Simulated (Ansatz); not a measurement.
HfO2: excitons and shallow donors from band masses and screening

Level of theory: DFT PBEsol, scalar-relativistic, plane waves, PAW in Ansatz.

Settings: cutoff 420 eV, Γ-centred mesh 8×8×8 on the computed 3-atom cell, Gaussian smearing of 0.02 eV; no spin polarisation.

Relaxed cell: Fm-3m, a = 5.044 Å, b = 5.044 Å, c = 5.044 Å, α = 90.00°, β = 90.00°, γ = 90.00°, 3 atoms in the primitive cell. This fluorite-type form isn't the usual stable structure of the compound.

The calculation gives a Kohn–Sham gap of 3.69 eV, an electron mass of 0.8 mₑ and a hole mass of 0.708 mₑ (harmonic means over x, y, z and over the bands degenerate at each edge), and ε∞ = 5.60 (independent particles, mean of the diagonal). The masses depend on direction at the band edges, which the isotropic model averages.

Task: Estimate the binding energy and radius of a Wannier–Mott exciton and of a shallow donor, and say whether the hydrogenic model can hold.

Result: The reduced mass is μ = mₙmₕ/(mₙ + mₕ) = 0.376 mₑ, with mₙ and mₕ the band masses. With E_b = 13.606 eV × μ/ε² and a = 0.529 Å × ε/μ (μ in mₑ) the exciton has E_b = 163 meV and a = 7.9 Å. For a donor μ is the electron mass: 348 meV and 3.7 Å. The radius isn't large against the shortest lattice vector (3.57 Å), so the continuum picture is doubtful and the numbers are only a scale. In a polar crystal the ions screen too, so a state bound more weakly than an optical phonon feels the larger static constant, which lowers the energy and widens the orbit. The other way, the small Kohn–Sham gap and the missing local fields make ε∞ too large and the masses tend to be too light, which underbinds.

Spin-orbit coupling is left out, which matters for the bands of heavy elements.

Cost: 4 runs of about 0.72 core-minutes in all, on Arm Neoverse V1 (shared hosts).